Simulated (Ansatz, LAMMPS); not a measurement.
# Amorphous SiO2 (84 atoms): geometry optimisation, part 2 of 4

How does amorphous SiO2 (84 atoms) relax, and what do bonds, charges and levels look like afterwards?

Ansatz 0.2.0; Kohn-Sham DFT, PBE, PAW (set soft_2), plane waves.

The cell: 28 Si and 56 O. The quench rate of 50 K/ps is many orders above laboratory rates. The starting topology of bonds comes from the classical model. Only the Γ point is sampled in the main run, in a cell whose shortest periodic width is 11 Å.

So far. Step 3 (Single point at the start): The r.m.s. force component of 0.79 eV/Å sets the starting point.

**4. Cell and atoms relaxed**

Cell and atoms are freed together, to release stress as well as forces.

Contents of input.yaml:

```yaml
crystal:
  lattice:
    - [10.8288, 0.0, 0.0]
    - [0.0, 10.8288, 0.0]
    - [0.0, 0.0, 10.8288]
  atoms:
    [... the 84 atom lines of step 3 ...]
kpoints:
  mp_grid: { grid: [1, 1, 1] }
hamiltonian:
  xc: pbe
scf:
  occupations: { method: fermi_dirac, width: 0.025 }
output:
  forces: true
relax:
  f_tol: 0.04
  max_steps: 250
  cell: {}
```

Command:

```sh
$ ansatz run input.yaml --threads 4 --pin off --max-ram 8192MiB --backend cpu --events-out ev --progress --plain --runs-dir out
```

Numbers of over 12 decimals in the logs are rounded to 6 here.

Output:

```text
[...]
Crystal: 84 atoms, lattice volume = 1269.817 Å³
Basis set: ecut = 420 eV, 24837 PW (Γ), exchange–correlation on 150×150×150 points (8 copies of the dense FFT grid, shifted against one another)
Bands: 308, of which v1, the nominal top of the filled ones, is band 224 counted from 1 (223 counted from 0)
Symmetry: 1 space group operations
[...]
k-points: 1
[...]
SCF iter   1: F=—  HF=-49663.163083 eV  |F-HF|=—  |Δ(HF+E_count)|=         —  Δρ=2.15e-3  dr2=5.78e-2  ethr=1.77e-3  ⟨swp⟩=7.0  Hψ=1540  notcnv=0  defer=48
[...]
SCF iter   8: F=-49663.159023 eV  HF=-49663.159023 eV  |F-HF|=9.40e-9  |Δ(HF+E_count)|=   1.84e-8  Δρ=1.45e-6  dr2=1.97e-8  ethr=2.23e-11  ⟨swp⟩=4.0  Hψ=923  notcnv=0
SCF 1 converged in 8 iterations: F = -49663.159023 eV  dr2 = 1.97e-8
[...]
relax step   1: F+E_penalty+E_count = -49663.15902269 eV  Δ(F+E_penalty+E_count) = +0.000e0 eV  max|allowed force component| = 3.937e0 eV/Å  Δτ_max = 0.0000 Å  P = +1.608 GPa  Ω = 1269.817 Å³  (8 SCF iters, dr2 threshold 1.00e-7 eV, accepted)
[... from here on, the SCF cycles and remarks between the steps are left out ...]
relax step   2: F+E_penalty+E_count = -49664.57355416 eV  Δ(F+E_penalty+E_count) = -1.415e0 eV  max|allowed force component| = 2.363e0 eV/Å  Δτ_max = 0.0639 Å  P = +0.958 GPa  Ω = 1267.412 Å³  energy of the carried Pulay correction = +7.623e-3 eV  (6 SCF iters, dr2 threshold 8.40e-6 eV, accepted)
relax step   3: F+E_penalty+E_count = -49666.29489191 eV  Δ(F+E_penalty+E_count) = -1.721e0 eV  max|allowed force component| = 8.828e-1 eV/Å  Δτ_max = 0.1414 Å  P = -0.267 GPa  Ω = 1248.387 Å³  energy of the carried Pulay correction = +6.845e-2 eV  (7 SCF iters, dr2 threshold 8.40e-6 eV, accepted)
relax step   4: F+E_penalty+E_count = -49666.77882121 eV  Δ(F+E_penalty+E_count) = -4.839e-1 eV  max|allowed force component| = 2.358e-1 eV/Å  Δτ_max = 0.2000 Å  P = +0.120 GPa  Ω = 1224.164 Å³  energy of the carried Pulay correction = +1.472e-1 eV  (7 SCF iters, dr2 threshold 8.40e-6 eV, accepted)
relax step   5: F+E_penalty+E_count = -49666.91367154 eV  Δ(F+E_penalty+E_count) = -1.349e-1 eV  max|allowed force component| = 1.296e-1 eV/Å  Δτ_max = 0.2000 Å  P = -0.030 GPa  Ω = 1221.317 Å³  energy of the carried Pulay correction = +1.566e-1 eV  (7 SCF iters, dr2 threshold 3.47e-6 eV, accepted)
relax step   6: F+E_penalty+E_count = -49666.94380307 eV  Δ(F+E_penalty+E_count) = -3.013e-2 eV  max|allowed force component| = 3.150e-2 eV/Å  Δτ_max = 0.1129 Å  P = +0.009 GPa  Ω = 1219.567 Å³  energy of the carried Pulay correction = +1.624e-1 eV  (7 SCF iters, dr2 threshold 1.05e-6 eV, accepted)
relax step   7: F+E_penalty+E_count = -49666.81719202 eV  Δ(F+E_penalty+E_count) = +1.266e-1 eV  max|allowed force component| = 3.136e-2 eV/Å  Δτ_max = 0.0000 Å  P = -0.190 GPa  Ω = 1219.567 Å³  stress off target by 2.61e-1 GPa  SCF on the basis re-selected at this cell (its energy is not comparable with the rows above)  (7 SCF iters)
relax step   8: F+E_penalty+E_count = -49666.83626574 eV  Δ(F+E_penalty+E_count) = -1.907e-2 eV  max|allowed force component| = 2.135e-2 eV/Å  Δτ_max = 0.0230 Å  P = +0.059 GPa  Ω = 1214.964 Å³  energy of the carried Pulay correction = +1.529e-2 eV  (7 SCF iters, dr2 threshold 1.70e-7 eV, accepted)
relax step   9: F+E_penalty+E_count = -49666.83501024 eV  Δ(F+E_penalty+E_count) = +1.256e-3 eV  max|allowed force component| = 6.536e-3 eV/Å  Δτ_max = 0.0179 Å  P = -0.003 GPa  Ω = 1215.505 Å³  energy of the carried Pulay correction = +1.351e-2 eV  (7 SCF iters, dr2 threshold 2.13e-8 eV, accepted)
relax step  10: F+E_penalty+E_count = -49666.82032634 eV  Δ(F+E_penalty+E_count) = +1.468e-2 eV  max|allowed force component| = 6.481e-3 eV/Å  Δτ_max = 0.0000 Å  P = -0.015 GPa  Ω = 1215.505 Å³  stress off target by 2.65e-2 GPa  SCF on the basis re-selected at this cell (its energy is not comparable with the rows above)  (5 SCF iters)
[...]
SCF converged after 5 iterations
Free energy (F): -49666.820326 eV
[...]
Internal energy: -49666.820326 eV  (E = F + TS)
E sigma→0 (E₀):  -49666.820326 eV
Fermi energy:    3.966005 eV
[...]
--- Forces (eV/Å), atoms counted from 1 ---
  atom   1  Si     0.00265964    -0.00117137    -0.00314917
  atom   2  Si    -0.00117392    -0.00126196     0.00347425
  atom   3  Si    -0.00250919     0.00249840     0.00003934
  atom   4  Si     0.00005021    -0.00091477     0.00154506
  atom   5  Si     0.00102294    -0.00108663    -0.00173984
  atom   6  Si     0.00147947    -0.00275557     0.00250417
  atom   7  Si     0.00126384    -0.00146157     0.00119912
  atom   8  Si    -0.00144902    -0.00297959     0.00270767
  atom   9  Si    -0.00182470    -0.00225433    -0.00275218
  atom  10  Si     0.00116299     0.00078797    -0.00088560
  atom  11  Si    -0.00143237     0.00087267    -0.00155895
  atom  12  Si     0.00306957     0.00049111     0.00046271
  atom  13  Si     0.00146868    -0.00131635     0.00005184
  atom  14  Si     0.00648122    -0.00129724    -0.00014334
[...]
atom  83  O      0.00038154    -0.00066453    -0.00045981
  atom  84  O      0.00012874     0.00007178     0.00055484
  max |Σ_I F_I| component: 4.39e-5 eV/Å
--- Stress (GPa, compression-positive) ---
       -0.018894       0.002345       0.005569
        0.002344      -0.004394       0.006035
        0.005570       0.006032      -0.021543
  P = ⅓ Tr σ = -0.0149 GPa (-0.149 kbar)
--- Relaxed structure (8 steps of the walk, 8 accepted, 2 SCFs on fresh bases) ---
  F+E_penalty+E_count = -49666.82032634 eV   max|allowed force component| = 6.481e-3 eV/Å   (the final SCF, on the basis selected at the relaxed cell)
  cell:  # Å, volume = 1215.5046 Å³
    - [10.669967, 0.022591, 0.010101]
    - [0.022591, 10.802150, 0.102075]
    - [0.010101, 0.102075, 10.546913]
  atoms:
    - { symbol: Si, position: [0.188184, 0.628965, 0.075412] }
    - { symbol: Si, position: [0.981571, 0.409918, 0.136264] }
    - { symbol: Si, position: [0.060688, 0.521150, 0.704697] }
    - { symbol: Si, position: [0.555055, 0.330103, 0.488382] }
[...]
- { symbol: O, position: [0.426624, 0.938741, 0.975318] }
```

The job ended after 79 s (4 threads of Arm Neoverse V2, shared host; peak memory 1.4 GiB; 5 min of CPU time).

Relaxation path:

| step | energy less that of the first step (eV) | largest force component (eV/Å) | pressure (GPa) | volume (Å³) |
| --- | --- | --- | --- | --- |
| 1 | 0.0000 | 3.9367 | 1.61 | 1269.82 |
| 2 | -1.4145 | 2.3626 | 0.96 | 1267.41 |
| 3 | -3.1359 | 0.8828 | -0.27 | 1248.39 |
| 4 | -3.6198 | 0.2358 | 0.12 | 1224.16 |
| 5 | -3.7546 | 0.1296 | -0.03 | 1221.32 |
| 6 | -3.7848 | 0.0315 | 0.01 | 1219.57 |
| 7* | -3.6582 | 0.0314 | -0.19 | 1219.57 |
| 8 | -3.6772 | 0.0213 | 0.06 | 1214.96 |
| 9 | -3.6760 | 0.0065 | 0.00 | 1215.50 |
| 10* | -3.6613 | 0.0065 | -0.01 | 1215.50 |

Relaxation steps marked * repeat the geometry before them on a plane-wave basis chosen anew for their cell, so energy and pressure can jump there.

| cell as run | before | after | change |
| --- | --- | --- | --- |
| a (Å) | 10.829 | 10.670 | -1.5 % |
| b (Å) | 10.829 | 10.803 | -0.2 % |
| c (Å) | 10.829 | 10.547 | -2.6 % |
| α (°) | 90.00 | 88.90 | -1.2 % |
| β (°) | 90.00 | 89.89 | -0.1 % |
| γ (°) | 90.00 | 89.76 | -0.3 % |
| volume (Å³/atom) | 15.12 | 14.47 | -4.3 % |

The atoms that moved most (Å, as changes of fractional coordinates times the final cell):

| atom | dx | dy | dz | length |
| --- | --- | --- | --- | --- |
| O32 | -0.107 | -0.428 | -0.051 | 0.445 |
| O79 | 0.185 | -0.106 | 0.317 | 0.382 |
| O29 | 0.057 | -0.323 | -0.170 | 0.369 |
| O31 | 0.242 | 0.023 | -0.252 | 0.350 |
| O66 | -0.155 | -0.055 | 0.301 | 0.343 |
| O57 | 0.083 | -0.133 | -0.272 | 0.314 |
| O71 | 0.081 | -0.040 | -0.287 | 0.301 |
| O54 | -0.018 | 0.277 | -0.114 | 0.300 |

The relaxation changed the energy by -43.6 meV/atom, and atoms moved by 0.17 Å r.m.s., 0.45 Å at most.

**5. Distances and neighbours after relaxation**

Bonds before and after, by the cutoffs listed below:

| pair | bonds before | bonds after | mean before (Å) | mean after (Å) | spread before (Å) | spread after (Å) |
| --- | --- | --- | --- | --- | --- | --- |
| O-Si | 112 | 112 | 1.624 | 1.635 | 0.029 | 0.017 |

Density 2.30 g/cm³, 14.47 Å³ an atom.

Pair distribution functions g(r), in bins of 0.1 Å:

| r (Å) | total | O-O | O-Si | Si-Si |
| --- | --- | --- | --- | --- |
| 1.45 | 0.00 | 0.00 | 0.00 | 0.00 |
| 1.55 | 0.11 | 0.00 | 0.25 | 0.00 |
| 1.65 | 11.40 | 0.00 | 25.60 | 0.00 |
| 1.75 | 0.00 | 0.00 | 0.00 | 0.00 |
| 1.85 | 0.00 | 0.00 | 0.00 | 0.00 |
| 1.95 | 0.00 | 0.00 | 0.00 | 0.00 |
| 2.05 | 0.00 | 0.00 | 0.00 | 0.00 |
| 2.15 | 0.00 | 0.00 | 0.00 | 0.00 |
| 2.25 | 0.00 | 0.00 | 0.00 | 0.00 |
| 2.35 | 0.10 | 0.11 | 0.00 | 0.46 |
| 2.45 | 0.04 | 0.10 | 0.00 | 0.00 |
| 2.55 | 1.13 | 2.55 | 0.00 | 0.00 |
| 2.65 | 3.37 | 7.59 | 0.00 | 0.00 |
| 2.75 | 1.49 | 3.35 | 0.00 | 0.00 |
| 2.85 | 0.61 | 1.14 | 0.00 | 0.91 |
| 2.95 | 0.54 | 0.43 | 0.07 | 2.84 |
| 3.05 | 0.97 | 0.80 | 0.40 | 3.98 |
| 3.15 | 0.80 | 0.38 | 0.31 | 4.46 |
| 3.25 | 0.68 | 0.59 | 0.47 | 1.88 |
| 3.35 | 0.73 | 0.38 | 1.25 | 0.00 |
| 3.45 | 0.74 | 0.73 | 0.94 | 0.00 |
| 3.55 | 0.63 | 0.44 | 0.98 | 0.00 |
| 3.65 | 0.90 | 0.65 | 1.38 | 0.00 |
| 3.75 | 0.84 | 0.70 | 1.18 | 0.00 |
| 3.85 | 1.22 | 0.54 | 2.17 | 0.17 |
| 3.95 | 1.21 | 0.76 | 1.81 | 0.63 |
| 4.05 | 0.95 | 0.49 | 1.58 | 0.30 |
| 4.15 | 1.67 | 0.79 | 2.61 | 1.43 |
| 4.25 | 1.03 | 0.71 | 1.30 | 1.23 |
| 4.35 | 1.22 | 0.94 | 1.47 | 1.31 |
| 4.45 | 0.83 | 0.81 | 0.65 | 1.62 |
| 4.55 | 0.90 | 0.92 | 0.87 | 0.96 |
| 4.65 | 0.96 | 1.34 | 0.43 | 1.60 |
| 4.75 | 0.97 | 1.31 | 0.60 | 1.09 |
| 4.85 | 1.07 | 1.54 | 0.53 | 1.37 |
| 4.95 | 1.18 | 1.72 | 0.63 | 1.21 |
| 5.05 | 1.22 | 1.69 | 0.70 | 1.45 |
| 5.15 | 1.10 | 1.42 | 0.77 | 1.12 |
| 5.25 | 1.14 | 1.41 | 0.78 | 1.52 |

Bonds by pair of elements; cutoffs follow the first minimum of g(r), held within bounds set by covalent radii, and pairs that aren't listed don't count as bonded (cutoffs were set anew for this text, so counts can differ from the run's own analysis):

| pair A-B | cutoff (Å) | bonds | mean length (Å) | spread (Å) | shortest (Å) | B about A | A about B |
| --- | --- | --- | --- | --- | --- | --- | --- |
| O-Si | 2.08 | 112 | 1.64 | 0.017 | 1.59 | 2 | 4 |

How many atoms have how many bonded neighbours:

| element | mean | 2 | 4 |
| --- | --- | --- | --- |
| O | 2 | 56 | 0 |
| Si | 4 | 0 | 28 |

Bond angles, per cent of each kind in bins of 5°:

| angle (°) | O-Si-O | Si-O-Si |
| --- | --- | --- |
| 85–90 | 0.0 | 3.6 |
| 90–95 | 1.2 | 0.0 |
| 95–100 | 1.2 | 0.0 |
| 100–105 | 12.5 | 0.0 |
| 105–110 | 47.0 | 0.0 |
| 110–115 | 21.4 | 0.0 |
| 115–120 | 12.5 | 0.0 |
| 120–125 | 3.6 | 5.4 |
| 125–130 | 0.6 | 12.5 |
| 130–135 | 0.0 | 8.9 |
| 135–140 | 0.0 | 16.1 |
| 140–145 | 0.0 | 8.9 |
| 145–150 | 0.0 | 14.3 |
| 150–155 | 0.0 | 10.7 |
| 155–160 | 0.0 | 10.7 |
| 160–165 | 0.0 | 7.1 |
| 165–170 | 0.0 | 1.8 |

Bond angles (no mean is given where the spread exceeds 20°):

| angle | count | mean (°) | spread (°) |
| --- | --- | --- | --- |
| O-Si-O | 168 | 110 | 5.4 |
| Si-O-Si | 56 | 141 | 15.7 |

Oxygen atoms by the number of network formers (Si, P, Ge, B, Al, As, Ga) bound to them:

| network formers bound to O | O atoms | per cent |
| --- | --- | --- |
| 0 | 0 | 0 |
| 1 | 0 | 0 |
| 2 | 56 | 100 |

Network units: each former by its oxygen neighbours and how many of them bridge to another former:

| former | O neighbours | bridging O | atoms |
| --- | --- | --- | --- |
| Si | 4 | 4 | 28 |

Rings of the network by King's shortest-path rule, up to 12 atoms, one path for each pair of neighbours; H, halogens, alkali and alkaline-earth atoms are left out, and the last column divides by all other atoms, bonded or not:

| ring size (atoms) | rings | per network atom |
| --- | --- | --- |
| 4 | 1 | 0.012 |
| 8 | 5 | 0.06 |
| 10 | 11 | 0.131 |
| 12 | 11 | 0.131 |

For some of the pairs, g(r) has its first main peak near 2.6 Å (O-O), 1.6 Å (O-Si) and 3.1 Å (Si-Si). Counting bonds as in the table, all O atoms have 2 and all Si atoms have 4 bonded neighbours. The O-Si-O angle averages 110° with a spread of 5°. 100 % of the oxygens bridge two formers (Si) and 0 % are non-bridging. The commonest Si unit has 4 oxygens, 4 of them shared with other formers (28 of 28 atoms). Rings of 10 and 12 atoms are the most common (39 % each of those counted); sizes run from 4 to 12, where the search stops.

[end of part 2 of 4]

[Logs are printed without paths, hosts, clocks, repeated set-up lines and the standing remarks that a program may print on its own settings, such as how far it seeks lower states.]

[Hosts, paths, dates, database ids (printed as entryN), source tags and the programs' standing remarks are cut or masked in the printed files.]
